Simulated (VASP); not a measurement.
A run of VASP 6.6.1 is set up as follows.

File INCAR:

```
PREC = Accurate
ENCUT = 520
EDIFF = 1E-6
ISMEAR = -1
SIGMA = 0.02
LREAL = F
LASPH = T
NELM = 100
ALGO = Fast
ISIF = 2
LWAVE = F
LCHARG = F
GGA = PE
NBANDS = 24
```

The input KPOINTS:

```
regular mesh
0
Gamma
  12 12 6
```

Contents of POSCAR:

```
CaO
1.0
    3.9810268286      0.0728527910      0.0000000000
   -1.9274210466      3.4112439712      0.0000000000
    0.0000000000      0.0000000000      4.7701152820
Ca O
2 2
Direct
    0.3283591075      0.6669178549      0.2500000000
    0.6716408925      0.3330821451      0.7500000000
    0.6705064723      0.3331480465      0.2500000000
    0.3294935277      0.6668519535      0.7500000000
```

Potentials or basis: VASP PAW PBE potentials, release 64 (Ca_sv, O).

Command:

```console
$ cat potpaw_PBE.64/Ca_sv/POTCAR potpaw_PBE.64/O/POTCAR > POTCAR
$ mpirun -np 1 vasp_std > vasp.out
```

(1) Estimate the pressure.

(2) Predict the band gap on the k mesh.

(3) Predict the largest force.

Results:

(1) 2.2 GPa.

(2) 3.19 eV, direct.

(3) 0.004 eV/Å.
